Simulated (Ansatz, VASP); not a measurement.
**One calculation of H, two programs**

INCAR

```
SYSTEM = H
PREC     = Accurate       ! precision mode
ENCUT    = 520            ! plane-wave cutoff, eV
EDIFF    = 1E-7           ! SCF threshold, eV
ISMEAR   = -1             ! smearing method
SIGMA    = 0.05           ! smearing width, eV
LREAL    = .False.        ! projectors in reciprocal space
LASPH    = .True.         ! aspherical terms in the spheres
NELM     = 60             ! most SCF steps
ALGO     = Normal         ! electronic algorithm
ISIF     = 2              ! what is computed and relaxed
LWAVE    = .False.        ! write WAVECAR
LCHARG   = .False.        ! write CHGCAR
GGA      = PE             ! functional
NBANDS   = 8              ! bands
```

Contents of KPOINTS:

```
regular mesh
0
Gamma
  11 11 11
  0 0 0
```

File POSCAR:

```
H
1.0
   -1.7027370115      1.7027370115      2.0721066654
    1.7027370115     -1.7027370115      2.0721066654
    1.7027370115      1.7027370115     -2.0721066654
H
2
Direct
    0.0901377100      0.0901377100      0.0000000000
    0.9098622900      0.9098622900      0.0000000000
```

input.yaml

```yaml
crystal:
  lattice:
    - [-1.7027370115, 1.7027370115, 2.0721066654]
    - [1.7027370115, -1.7027370115, 2.0721066654]
    - [1.7027370115, 1.7027370115, -2.0721066654]
  atoms:
    - { symbol: H, position: [0.09013771, 0.09013771, 0.0] }
    - { symbol: H, position: [0.90986229, 0.90986229, 0.0] }
hamiltonian:
  xc: pbe
  pseudopotentials: { kind: paw }
kpoints:
  mp_grid: { grid: [11, 11, 11] }
scf:
  occupations: { method: fermi_dirac, width: 0.05 }
output:
  forces: true
  stress: true
  eigenvalues: true
```

Change from the starting cell: volume scaled by 1.02.

Alike in both runs: task single point; functional PBE; k mesh 11 × 11 × 11; occupations fermi-dirac, width 0.05 eV; no spin polarisation.

```csv
,VASP,Ansatz
version,VASP 6.6.1,Ansatz 0.2.0
potentials or method,"VASP PAW PBE potentials, release 64 (H)",Ansatz PAW
plane-wave cutoff (eV),520,420
valence electrons in the cell,2,2
```

|  | VASP | Ansatz | Ansatz less VASP |
| --- | --- | --- | --- |
| gap on the k mesh at the Fermi level (eV) | 9.03 | 9.03 | +0.003 |
| least direct gap on the mesh (eV) | 9.80 | 9.80 | +0.003 |
| pressure (GPa) | 0.3 | 0.5 | +0.22 |
| largest component of the traceless stress (GPa) | 0.30 | 0.37 | +0.076 |
| rms of the force components (eV/Å) | 0.053 | 0.060 | +0.0069 |

Atom by atom the forces differ by 0.007 eV/Å (rms over components). The functional is the same, so the differences come from potentials, cutoffs and numerics.

Caveats: an odd mesh through Γ misses points on the zone boundary, where band edges often lie (VASP); odd divisions of the mesh miss points on the zone boundary, where band edges often lie, so the gap on the mesh can be too wide (Ansatz).
